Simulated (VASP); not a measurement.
The system is Cu.

```xyz
1
Lattice="-1.4342 1.4342 1.4342 1.4342 -1.4342 1.4342 1.4342 1.4342 -1.4342" Properties=species:S:1:pos:R:3 pbc="T T T"
Cu    0.0000    0.0000    0.0000
```

This isn't the form of Cu at room conditions, which is fcc.

- Program: VASP 6.6.1
- Task: relaxation of cell and atoms
- Functional: PBEsol
- Potentials or basis: VASP PAW PBE potentials, release 64 (Cu)
- Cutoff: 580 eV
- k mesh: 20 × 20 × 20
- Occupations: gaussian, width 0.1 eV
- Spin: no spin polarisation

At the start: pressure -5.0 GPa; volume 11.80 Å³/atom.

Task: How do energy, volume and symmetry change on relaxing?

Result: Over 3 steps the energy falls by 6.3 meV/atom and the volume is 11.41 Å³/atom (-3.3 %); space group Im-3m (No. 229, to 0.05 Å).

Step by step:
| step | energy change (eV) | largest force (eV/Å) | pressure (GPa) | volume (Å³) |
| --- | --- | --- | --- | --- |
| 1 | 0.0000 | 0.0000 | -4.98 | 11.80 |
| 2 | -0.0040 | 0.0000 | 3.36 | 11.19 |
| 3 | -0.0063 | 0.0000 | 0.01 | 11.41 |

Final structure:
```
CELL_PARAMETERS angstrom
-1.41818 1.41818 1.41818
1.41818 -1.41818 1.41818
1.41818 1.41818 -1.41818
ATOMIC_POSITIONS crystal
Cu 0.00000 0.00000 0.00000
```

Caveat: the PAW data sets were made with another functional, which shifts forces and pressure a little.
